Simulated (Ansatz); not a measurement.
# Pt: further runs on the relaxed cell

An exercise on one series of results from a longer session: the logs are not shown, and one member is left open.

Program: Ansatz 0.2.0. Level of theory: DFT PBE, scalar-relativistic, plane waves, PAW. These are calculated values, not measurements.

## Starting point

Symmetry: Fm-3m, No. 225, cubic system. The conventional cell has a = 3.970 Å, b = 3.970 Å, c = 3.970 Å, α = 90.00°, β = 90.00°, γ = 90.00°. Around Pt (site symmetry m-3m) lie 12 Pt at 2.81 Å.

Structure file:

```cif
data_structure
_symmetry_space_group_name_H-M 'P 1'
_symmetry_Int_Tables_number 1
_cell_length_a 2.8073
_cell_length_b 2.8073
_cell_length_c 2.8073
_cell_angle_alpha 60.000
_cell_angle_beta 60.000
_cell_angle_gamma 60.000
_cell_volume 15.64
loop_
_atom_site_label
_atom_site_type_symbol
_atom_site_fract_x
_atom_site_fract_y
_atom_site_fract_z
_atom_site_occupancy
Pt1 Pt 0.00000 0.00000 0.00000 1
```

This cell was relaxed beforehand with the same method: volume 15.64 Å³/atom, gap on the mesh none (metal).

The first run:

The input, input.yaml:

```yaml
crystal:
  lattice:
    - [0.0, 1.9850569796, 1.9850569796]
    - [1.9850569796, 0.0, 1.9850569796]
    - [1.9850569796, 1.9850569796, 0.0]
  atoms:
    - { symbol: Pt, position: [0.0, 0.0, 0.0] }
basis:
  ecutwfc: 420
kpoints:
  mp_grid: { grid: [18, 18, 18] }
  band_path:
    path:
      - [[0.0, 0.0, 0.0], [0.5, 0.0, 0.5], [0.625, 0.25, 0.625]]
      - [[0.375, 0.375, 0.75], [0.0, 0.0, 0.0], [0.5, 0.5, 0.5], [0.5, 0.25, 0.75], [0.5, 0.0, 0.5]]
    npoints: 14
hamiltonian:
  xc: pbe
scf:
  occupations: { method: gaussian, width: 0.1 }
  n_extra_bands: 6
output:
  forces: true
  stress: true
  eigenvalues: true
  populations: true
  dos: { projected: true, de: 0.02, nscf_kmesh: { grid: [27, 27, 27] } }
  bader: true
```

The run is started by

```
$ ansatz run input.yaml --threads 1 --pin off --max-ram 2560MiB --backend cpu --events-out ev --progress --plain --runs-dir out
```

Among the steps run: Bands, states and charges; The cell scaled to 0.97 of its volume; The cell scaled to 1.03 of its volume; The cell scaled to 0.94 of its volume; The cell scaled to 1.06 of its volume.

One table of the session follows, with a row left open; its other results are not shown here.

It belongs to the step «Equation of state». 

```
volume (Å³/atom)  energy above the lowest point (meV/atom)  pressure (GPa)
          14.705                                      49.2           18.15
          15.175                                         ?               ?
          15.644                                       0.0           -0.01
          16.113                                      10.5           -6.77
          16.583                                      39.0          -12.32
```

Q: Estimate the row for volume (Å³/atom) = 15.175 from the others.

Worked estimate for «energy above the lowest point (meV/atom)». A straight line through the neighbours (14.705, 49.2) and (15.644, 0.0) gives 49.2 + (0.0 − 49.2) × (15.175 − 14.705) / (15.644 − 14.705) = 24.6; a parabola fitted to 3 rows on both sides gives 12.9.

As computed: energy above the lowest point (meV/atom): 11.4; pressure (GPa): 8.20. In «energy above the lowest point (meV/atom)» the line misses by +13.2 and the parabola by +1.5.
